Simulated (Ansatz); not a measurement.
**NaCl: input, output and frames of a trajectory**

Computed with DFT PBEsol, scalar-relativistic, plane waves, PAW in Ansatz. Settings: plane waves to 420 eV, k-mesh 2×2×2 (shifted by 0.5, 0.5, 0.5 steps), Fermi–Dirac smearing 0.02 eV. The mesh is coarse. No spin polarisation.

16 atoms, starting at 1.00 times the perfect crystal's volume (space group Fm-3m, the cell as given, not relaxed at this level); constant energy, velocities drawn at 200 K, fixed cell; 42 steps of 3 fs. The run is short and not equilibrated.

The calculation finished and met its thresholds.

It took 61 s on 4 threads of Arm Neoverse V2, with other jobs on the host, peak memory 0.83 GiB.

Command:
```bash
ansatz run input.yaml --threads 4 --pin off --max-ram 5120MiB --backend cpu --events-out ev --progress --plain --runs-dir out
```

Input:
```yaml
crystal:
  lattice:
    - [0.0, 5.6635, -5.6635]
    - [5.6635, 5.6635, 0.0]
    - [5.6635, 0.0, -5.6635]
  atoms:
    - { symbol: Na, position: [0.5, 0.0, 0.5] }
    - { symbol: Na, position: [0.5, 0.5, 0.5] }
    - { symbol: Na, position: [0.0, 0.0, 0.5] }
    - { symbol: Na, position: [0.0, 0.5, 0.5] }
    - { symbol: Na, position: [0.5, 0.0, 0.0] }
    - { symbol: Na, position: [0.5, 0.5, 0.0] }
    - { symbol: Na, position: [0.0, 0.0, 0.0] }
    - { symbol: Na, position: [0.0, 0.5, 0.0] }
    - { symbol: Cl, position: [0.25, 0.75, 0.25] }
    - { symbol: Cl, position: [0.25, 0.25, 0.25] }
    - { symbol: Cl, position: [0.75, 0.75, 0.25] }
    - { symbol: Cl, position: [0.75, 0.25, 0.25] }
    - { symbol: Cl, position: [0.25, 0.75, 0.75] }
    - { symbol: Cl, position: [0.25, 0.25, 0.75] }
    - { symbol: Cl, position: [0.75, 0.75, 0.75] }
    - { symbol: Cl, position: [0.75, 0.25, 0.75] }
basis:
  ecutwfc: 420
kpoints:
  mp_grid: { grid: [2, 2, 2], shift: [0.5, 0.5, 0.5] }
hamiltonian:
  xc: pbesol
scf:
  occupations: { method: fermi_dirac, width: 0.02 }
  lower_state_search: "off"
  convergence: { dr2_threshold: 1.0e-07 }
output:
  forces: true
  stress: true
md:
  timestep: 3.0
  n_steps: 42
  ensemble: nve
  temperature: 200.0
  initial_velocities: maxwell_boltzmann
  seed: 27248
```

Output (its end):
```
...
SCF converged after 5 iterations
Free energy (F): -20322.063151 eV
Harris-Foulkes:  -20322.063151 eV  (|F-HF|=1.49e-9)
Internal energy: -20322.063151 eV  (E = F + TS)
E sigma→0 (E₀):  -20322.063151 eV
Fermi energy:    3.675207 eV
--- Per-component energies (eV) ---
  E_band       = -1884.512568
  E_kinetic    = 2258.886983
  E_local      = -12312.678969  (includes V_loc(G=0)·N_el)
  E_nonlocal   = 1158.236433
  E_hartree    = 4337.690489
  E_xc         = -1158.978603
  E_vxc        = -1373.455160  (∫ρ·V_xc dr)
  E_paw        = -7162.556047  (= ΣΔE_a)
  E_vpaw       = -290.883652  (= ΣTr[D̂ρ^β])
  E_aug_tail   = 0.000566  (compensation charges beyond the density's cutoff)
  E_ewald      = -7443.729009
  E_core_change = 1.065007  (= ΣΔE_core)
  E_smearing   = -0.000000  (= −TS)
  E_closure    = -0.000000  (closes the sum)
  Σ components = -20322.063151   (vs F -20322.063151, Δ=0.00e0)
--- Forces (eV/Å), atoms counted from 1 ---
  atom   1  Na     0.02174617    -0.03812837     0.08153204
  atom   2  Na     0.06219206     0.18777622    -0.23128861
  atom   3  Na     0.14314789     0.17453521    -0.03377830
  atom   4  Na    -0.06100980    -0.33487015    -0.11917624
  atom   5  Na    -0.04623882     0.19916839     0.06666064
  atom   6  Na    -0.26031744     0.02021544    -0.06938899
  atom   7  Na    -0.01519520     0.13725185     0.18173199
  atom   8  Na    -0.16439634    -0.06820082     0.13043488
  atom   9  Cl     0.07891142     0.24795685     0.21028313
  atom  10  Cl    -0.00013375     0.10306379    -0.15925152
  atom  11  Cl     0.05628767     0.03016018     0.05148548
  atom  12  Cl     0.02452833    -0.11159680     0.07949951
  atom  13  Cl     0.10358748     0.08440390    -0.08550428
  atom  14  Cl    -0.03775699    -0.42553807     0.12950167
  atom  15  Cl    -0.10205879    -0.35299243    -0.12554838
  atom  16  Cl     0.19675401     0.14671023    -0.10710998
  max |Σ_I F_I| component: 8.46e-5 eV/Å
--- Stress (GPa, compression-positive) ---
       -0.703733      -0.027765       0.034191
       -0.027765      -0.376261      -0.009284
        0.034191      -0.009284      -0.652322
  P = ⅓ Tr σ = -0.5774 GPa (-5.774 kbar)
--- MD trajectory: 42 steps, t = 0.0 → 126.0 fs ---
  final state: T = 96.7 K   F+E_penalty+E_count = -20322.06315107 eV   E_kin = 0.187540 eV
  conserved energy: peak-to-peak 6.517e-4 eV (4.073e-5 eV/atom) over 126.0 fs
```

Frames along the run (Å, eV/Å; dE is the potential energy from the first frame):

```xyz
16
Lattice="0.000 5.663 -5.663 5.663 5.663 0.000 5.663 0.000 -5.663" Properties=species:S:1:pos:R:3:forces:R:3 pbc="T T T" time_fs=0.00 dE_eV=0.0000 T_K=200
Na    2.832    2.832   -5.663    0.000    0.000    0.000
Na    5.663    5.663   -5.663    0.000    0.000    0.000
Na    2.832    0.000   -2.832    0.000    0.000    0.000
Na    5.663    2.832   -2.832    0.000    0.000    0.000
Na    0.000    2.832   -2.832    0.000    0.000    0.000
Na    2.832    5.663   -2.832    0.000    0.000    0.000
Na    0.000    0.000    0.000    0.000    0.000    0.000
Na    2.832    2.832    0.000    0.000    0.000    0.000
Cl    5.663    5.663   -2.832    0.000    0.000    0.000
Cl    2.832    2.832   -2.832    0.000    0.000    0.000
Cl    5.663    8.495   -5.663    0.000    0.000    0.000
Cl    2.832    5.663   -5.663    0.000    0.000    0.000
Cl    8.495    5.663   -5.663    0.000    0.000    0.000
Cl    5.663    2.832   -5.663    0.000    0.000    0.000
Cl    8.495    8.495   -8.495    0.000    0.000    0.000
Cl    5.663    5.663   -8.495    0.000    0.000    0.000
16
Lattice="0.000 5.663 -5.663 5.663 5.663 0.000 5.663 0.000 -5.663" Properties=species:S:1:pos:R:3:forces:R:3 pbc="T T T" time_fs=9.00 dE_eV=0.0244 T_K=187
Na    2.847    2.844   -5.627   -0.029   -0.011   -0.056
Na    5.646    5.682   -5.683    0.018   -0.025    0.077
Na    2.859   -0.001   -2.828   -0.086   -0.019    0.002
Na    5.673    2.794   -2.864    0.000    0.116    0.072
Na   -0.001    2.821   -2.847    0.010   -0.028    0.003
Na    2.782    5.704   -2.845    0.122   -0.072    0.031
Na   -0.018    0.026    0.007    0.020   -0.078   -0.057
Na    2.811    2.853   -0.024    0.065   -0.017    0.031
Cl    5.645    5.655   -2.815    0.032   -0.018   -0.065
Cl    2.839    2.816   -2.846   -0.012    0.033    0.046
Cl    5.689    8.470   -5.662   -0.068    0.047   -0.010
Cl    2.785    5.669   -5.647    0.089    0.013   -0.045
Cl    8.526    5.675   -5.669   -0.082   -0.038    0.028
Cl    5.672    2.818   -5.666   -0.006    0.089   -0.019
Cl    8.509    8.477   -8.468   -0.011    0.088   -0.057
Cl    5.678    5.684   -8.498   -0.062   -0.081    0.019
16
Lattice="0.000 5.663 -5.663 5.663 5.663 0.000 5.663 0.000 -5.663" Properties=species:S:1:pos:R:3:forces:R:3 pbc="T T T" time_fs=18.00 dE_eV=0.0909 T_K=153
Na    2.861    2.856   -5.593   -0.054   -0.021   -0.118
Na    5.630    5.700   -5.700    0.031   -0.055    0.142
Na    2.882   -0.004   -2.825   -0.157   -0.035    0.003
Na    5.683    2.760   -2.895   -0.001    0.231    0.136
Na   -0.002    2.810   -2.863    0.020   -0.053    0.008
Na    2.736    5.742   -2.856    0.245   -0.142    0.062
Na   -0.036    0.050    0.011    0.045   -0.145   -0.104
Na    2.792    2.873   -0.046    0.121   -0.034    0.053
Cl    5.628    5.645   -2.799    0.060   -0.030   -0.123
Cl    2.846    2.801   -2.858   -0.022    0.055    0.100
Cl    5.713    8.446   -5.661   -0.124    0.091   -0.018
Cl    2.741    5.675   -5.631    0.173    0.023   -0.090
Cl    8.554    5.686   -5.674   -0.163   -0.072    0.053
Cl    5.681    2.806   -5.669   -0.016    0.172   -0.038
Cl    8.523    8.460   -8.442   -0.021    0.182   -0.102
Cl    5.692    5.702   -8.500   -0.136   -0.166    0.036
16
Lattice="0.000 5.663 -5.663 5.663 5.663 0.000 5.663 0.000 -5.663" Properties=species:S:1:pos:R:3:forces:R:3 pbc="T T T" time_fs=30.00 dE_eV=0.2092 T_K=92
Na    2.877    2.871   -5.553   -0.076   -0.031   -0.200
Na    5.609    5.721   -5.715    0.042   -0.102    0.196
Na    2.906   -0.008   -2.820   -0.220   -0.050    0.003
Na    5.696    2.728   -2.927   -0.004    0.350    0.200
Na   -0.003    2.792   -2.882    0.031   -0.070    0.022
Na    2.689    5.786   -2.869    0.381   -0.225    0.096
Na   -0.057    0.073    0.012    0.083   -0.208   -0.139
Na    2.773    2.899   -0.074    0.175   -0.053    0.072
Cl    5.607    5.632   -2.783    0.088   -0.038   -0.185
Cl    2.855    2.783   -2.872   -0.032    0.071    0.171
Cl    5.740    8.417   -5.661   -0.179    0.149   -0.027
Cl    2.688    5.683   -5.613    0.272    0.030   -0.140
Cl    8.586    5.698   -5.678   -0.262   -0.108    0.080
Cl    5.692    2.796   -5.675   -0.032    0.257   -0.057
Cl    8.541    8.444   -8.411   -0.035    0.292   -0.145
Cl    5.704    5.721   -8.502   -0.232   -0.266    0.054
16
Lattice="0.000 5.663 -5.663 5.663 5.663 0.000 5.663 0.000 -5.663" Properties=species:S:1:pos:R:3:forces:R:3 pbc="T T T" time_fs=39.00 dE_eV=0.2843 T_K=54
Na    2.887    2.881   -5.532   -0.083   -0.037   -0.249
Na    5.595    5.733   -5.718    0.047   -0.139    0.207
Na    2.915   -0.014   -2.816   -0.238   -0.053    0.001
Na    5.706    2.717   -2.944   -0.007    0.391    0.227
Na   -0.002    2.775   -2.897    0.038   -0.064    0.038
Na    2.668    5.809   -2.874    0.435   -0.268    0.114
Na   -0.069    0.083    0.007    0.109   -0.228   -0.138
Na    2.765    2.916   -0.091    0.196   -0.067    0.082
Cl    5.593    5.621   -2.775    0.103   -0.039   -0.218
Cl    2.860    2.772   -2.878   -0.038    0.078    0.209
Cl    5.756    8.399   -5.661   -0.206    0.189   -0.032
Cl    2.656    5.690   -5.603    0.332    0.031   -0.164
Cl    8.604    5.704   -5.680   -0.321   -0.123    0.092
Cl    5.700    2.795   -5.680   -0.045    0.291   -0.062
Cl    8.554    8.440   -8.391   -0.046    0.345   -0.167
Cl    5.708    5.729   -8.502   -0.276   -0.308    0.061
16
Lattice="0.000 5.663 -5.663 5.663 5.663 0.000 5.663 0.000 -5.663" Properties=species:S:1:pos:R:3:forces:R:3 pbc="T T T" time_fs=48.00 dE_eV=0.3222 T_K=34
Na    2.893    2.890   -5.518   -0.083   -0.042   -0.276
Na    5.583    5.740   -5.715    0.051   -0.172    0.191
Na    2.916   -0.021   -2.812   -0.231   -0.048   -0.001
Na    5.715    2.719   -2.953   -0.012    0.374    0.234
Na    0.000    2.757   -2.909    0.044   -0.040    0.058
Na    2.662    5.824   -2.876    0.430   -0.287    0.124
Na   -0.078    0.084   -0.003    0.125   -0.222   -0.113
Na    2.765    2.930   -0.106    0.200   -0.079    0.092
Cl    5.582    5.609   -2.773    0.112   -0.034   -0.239
Cl    2.865    2.762   -2.879   -0.042    0.083    0.223
Cl    5.768    8.385   -5.662   -0.221    0.221   -0.036
Cl    2.630    5.698   -5.597    0.376    0.028   -0.174
Cl    8.615    5.707   -5.679   -0.359   -0.127    0.097
Cl    5.706    2.801   -5.687   -0.055    0.294   -0.056
Cl    8.565    8.443   -8.375   -0.059    0.358   -0.184
Cl    5.706    5.730   -8.501   -0.279   -0.308    0.061
16
Lattice="0.000 5.663 -5.663 5.663 5.663 0.000 5.663 0.000 -5.663" Properties=species:S:1:pos:R:3:forces:R:3 pbc="T T T" time_fs=57.00 dE_eV=0.3172 T_K=37
Na    2.896    2.897   -5.514   -0.075   -0.047   -0.272
Na    5.573    5.741   -5.705    0.055   -0.192    0.151
Na    2.909   -0.030   -2.809   -0.202   -0.034   -0.004
Na    5.724    2.734   -2.955   -0.017    0.302    0.222
Na    0.004    2.737   -2.920    0.048    0.000    0.079
Na    2.670    5.829   -2.873    0.368   -0.278    0.126
Na   -0.083    0.079   -0.016    0.126   -0.193   -0.067
Na    2.771    2.942   -0.118    0.188   -0.092    0.102
Cl    5.573    5.596   -2.775    0.116   -0.020   -0.244
Cl    2.869    2.754   -2.875   -0.044    0.089    0.204
Cl    5.774    8.376   -5.664   -0.227    0.240   -0.039
Cl    2.613    5.706   -5.594    0.403    0.022   -0.167
Cl    8.617    5.708   -5.676   -0.367   -0.118    0.092
Cl    5.712    2.813   -5.696   -0.061    0.265   -0.039
Cl    8.576    8.454   -8.364   -0.074    0.326   -0.197
Cl    5.698    5.724   -8.498   -0.237   -0.269    0.052
16
Lattice="0.000 5.663 -5.663 5.663 5.663 0.000 5.663 0.000 -5.663" Properties=species:S:1:pos:R:3:forces:R:3 pbc="T T T" time_fs=69.00 dE_eV=0.2649 T_K=64
Na    2.897    2.904   -5.523   -0.058   -0.055   -0.225
Na    5.562    5.732   -5.684    0.061   -0.188    0.069
Na    2.889   -0.043   -2.804   -0.135    0.000   -0.008
Na    5.735    2.769   -2.945   -0.025    0.145    0.182
Na    0.011    2.711   -2.930    0.049    0.071    0.106
Na    2.699    5.821   -2.864    0.222   -0.232    0.113
Na   -0.082    0.061   -0.037    0.102   -0.134    0.014
Na    2.789    2.953   -0.128    0.149   -0.108    0.118
Cl    5.565    5.579   -2.787    0.117    0.015   -0.222
Cl    2.872    2.746   -2.864   -0.044    0.098    0.135
Cl    5.775    8.372   -5.668   -0.221    0.239   -0.039
Cl    2.603    5.718   -5.596    0.407    0.011   -0.134
Cl    8.609    5.705   -5.670   -0.331   -0.090    0.073
Cl    5.717    2.838   -5.708   -0.064    0.188   -0.003
Cl    8.587    8.479   -8.355   -0.095    0.219   -0.210
Cl    5.679    5.707   -8.493   -0.134   -0.179    0.031
16
Lattice="0.000 5.663 -5.663 5.663 5.663 0.000 5.663 0.000 -5.663" Properties=species:S:1:pos:R:3:forces:R:3 pbc="T T T" time_fs=78.00 dE_eV=0.2193 T_K=87
Na    2.895    2.907   -5.538   -0.042   -0.060   -0.168
Na    5.556    5.718   -5.665    0.066   -0.160   -0.007
Na    2.869   -0.054   -2.800   -0.073    0.037   -0.012
Na    5.743    2.801   -2.930   -0.032    0.006    0.137
Na    0.019    2.694   -2.934    0.046    0.130    0.120
Na    2.731    5.806   -2.852    0.093   -0.184    0.093
Na   -0.078    0.043   -0.053    0.072   -0.083    0.080
Na    2.808    2.958   -0.131    0.108   -0.119    0.133
Cl    5.562    5.566   -2.801    0.116    0.058   -0.182
Cl    2.874    2.743   -2.851   -0.043    0.105    0.063
Cl    5.771    8.375   -5.671   -0.206    0.220   -0.034
Cl    2.607    5.727   -5.602    0.386    0.000   -0.097
Cl    8.593    5.700   -5.663   -0.274   -0.059    0.051
Cl    5.719    2.861   -5.717   -0.062    0.107    0.028
Cl    8.592    8.504   -8.353   -0.108    0.108   -0.216
Cl    5.662    5.690   -8.488   -0.048   -0.105    0.010
16
Lattice="0.000 5.663 -5.663 5.663 5.663 0.000 5.663 0.000 -5.663" Properties=species:S:1:pos:R:3:forces:R:3 pbc="T T T" time_fs=87.00 dE_eV=0.1878 T_K=103
Na    2.892    2.908   -5.560   -0.026   -0.062   -0.104
Na    5.552    5.699   -5.647    0.071   -0.111   -0.085
Na    2.847   -0.062   -2.798   -0.008    0.081   -0.017
Na    5.749    2.834   -2.911   -0.039   -0.131    0.086
Na    0.028    2.682   -2.933    0.038    0.183    0.127
Na    2.765    5.784   -2.837   -0.031   -0.135    0.066
Na   -0.071    0.021   -0.065    0.040   -0.034    0.140
Na    2.831    2.958   -0.130    0.062   -0.126    0.147
Cl    5.562    5.554   -2.819    0.115    0.113   -0.121
Cl    2.875    2.742   -2.838   -0.039    0.112   -0.012
Cl    5.761    8.384   -5.676   -0.181    0.189   -0.024
Cl    2.619    5.736   -5.609    0.344   -0.014   -0.054
Cl    8.572    5.694   -5.655   -0.201   -0.025    0.023
Cl    5.720    2.887   -5.725   -0.057    0.014    0.059
Cl    8.596    8.531   -8.356   -0.116   -0.015   -0.216
Cl    5.643    5.670   -8.483    0.029   -0.039   -0.014
16
Lattice="0.000 5.663 -5.663 5.663 5.663 0.000 5.663 0.000 -5.663" Properties=species:S:1:pos:R:3:forces:R:3 pbc="T T T" time_fs=96.00 dE_eV=0.1770 T_K=109
Na    2.888    2.907   -5.584   -0.010   -0.062   -0.044
Na    5.551    5.676   -5.632    0.073   -0.047   -0.157
Na    2.824   -0.069   -2.795    0.052    0.126   -0.023
Na    5.754    2.862   -2.888   -0.045   -0.251    0.033
Na    0.038    2.676   -2.928    0.026    0.224    0.126
Na    2.799    5.758   -2.819   -0.138   -0.090    0.035
Na   -0.063   -0.001   -0.073    0.013    0.011    0.186
Na    2.856    2.953   -0.123    0.011   -0.127    0.158
Cl    5.564    5.545   -2.840    0.114    0.174   -0.045
Cl    2.875    2.743   -2.824   -0.034    0.117   -0.077
Cl    5.748    8.396   -5.681   -0.144    0.153   -0.010
Cl    2.638    5.745   -5.617    0.284   -0.031   -0.012
Cl    8.547    5.688   -5.646   -0.124    0.009   -0.006
Cl    5.719    2.913   -5.733   -0.052   -0.089    0.085
Cl    8.597    8.558   -8.365   -0.120   -0.134   -0.210
Cl    5.625    5.649   -8.479    0.092    0.017   -0.039
16
Lattice="0.000 5.663 -5.663 5.663 5.663 0.000 5.663 0.000 -5.663" Properties=species:S:1:pos:R:3:forces:R:3 pbc="T T T" time_fs=108.00 dE_eV=0.1864 T_K=104
Na    2.882    2.903   -5.619    0.007   -0.056    0.023
Na    5.553    5.643   -5.619    0.072    0.053   -0.227
Na    2.796   -0.070   -2.793    0.112    0.173   -0.030
Na    5.758    2.886   -2.857   -0.052   -0.353   -0.034
Na    0.053    2.679   -2.915    0.002    0.247    0.111
Na    2.836    5.719   -2.794   -0.236   -0.040   -0.009
Na   -0.051   -0.030   -0.074   -0.008    0.065    0.215
Na    2.890    2.941   -0.106   -0.059   -0.115    0.161
Cl    5.571    5.539   -2.869    0.109    0.239    0.068
Cl    2.873    2.749   -2.809   -0.023    0.118   -0.136
Cl    5.725    8.417   -5.688   -0.076    0.103    0.014
Cl    2.674    5.756   -5.629    0.185   -0.060    0.037
Cl    8.509    5.679   -5.635   -0.024    0.048   -0.043
Cl    5.717    2.944   -5.739   -0.045   -0.235    0.111
Cl    8.594    8.589   -8.383   -0.117   -0.264   -0.189
Cl    5.604    5.622   -8.474    0.152    0.076   -0.071
16
Lattice="0.000 5.663 -5.663 5.663 5.663 0.000 5.663 0.000 -5.663" Properties=species:S:1:pos:R:3:forces:R:3 pbc="T T T" time_fs=117.00 dE_eV=0.1972 T_K=98
Na    2.878    2.897   -5.645    0.016   -0.049    0.059
Na    5.558    5.621   -5.619    0.068    0.127   -0.246
Na    2.780   -0.064   -2.793    0.137    0.187   -0.033
Na    5.759    2.890   -2.835   -0.057   -0.371   -0.079
Na    0.065    2.692   -2.901   -0.021    0.236    0.092
Na    2.855    5.688   -2.776   -0.268   -0.009   -0.041
Na   -0.042   -0.050   -0.066   -0.014    0.103    0.210
Na    2.913    2.928   -0.087   -0.113   -0.096    0.151
Cl    5.579    5.541   -2.890    0.098    0.259    0.147
Cl    2.871    2.757   -2.801   -0.012    0.114   -0.157
Cl    5.707    8.436   -5.693   -0.012    0.066    0.034
Cl    2.705    5.762   -5.637    0.104   -0.085    0.063
Cl    8.479    5.674   -5.628    0.044    0.070   -0.067
Cl    5.714    2.962   -5.742   -0.041   -0.340    0.123
Cl    8.589    8.605   -8.401   -0.111   -0.327   -0.163
Cl    5.592    5.604   -8.472    0.181    0.114   -0.092
16
Lattice="0.000 5.663 -5.663 5.663 5.663 0.000 5.663 0.000 -5.663" Properties=species:S:1:pos:R:3:forces:R:3 pbc="T T T" time_fs=126.00 dE_eV=0.2007 T_K=97
Na    2.875    2.890   -5.669    0.022   -0.038    0.082
Na    5.564    5.602   -5.627    0.062    0.188   -0.231
Na    2.768   -0.052   -2.794    0.143    0.175   -0.034
Na    5.758    2.882   -2.816   -0.061   -0.335   -0.119
Na    0.076    2.712   -2.884   -0.046    0.199    0.067
Na    2.865    5.656   -2.759   -0.260    0.020   -0.069
Na   -0.034   -0.066   -0.051   -0.015    0.137    0.182
Na    2.933    2.911   -0.063   -0.164   -0.068    0.130
Cl    5.589    5.548   -2.907    0.079    0.248    0.210
Cl    2.870    2.767   -2.796    0.000    0.103   -0.159
Cl    5.687    8.456   -5.697    0.056    0.030    0.051
Cl    2.739    5.767   -5.643    0.025   -0.112    0.080
Cl    8.451    5.671   -5.622    0.104    0.084   -0.086
Cl    5.710    2.973   -5.741   -0.038   -0.426    0.130
Cl    8.581    8.615   -8.423   -0.102   -0.353   -0.126
Cl    5.584    5.588   -8.472    0.197    0.147   -0.107
```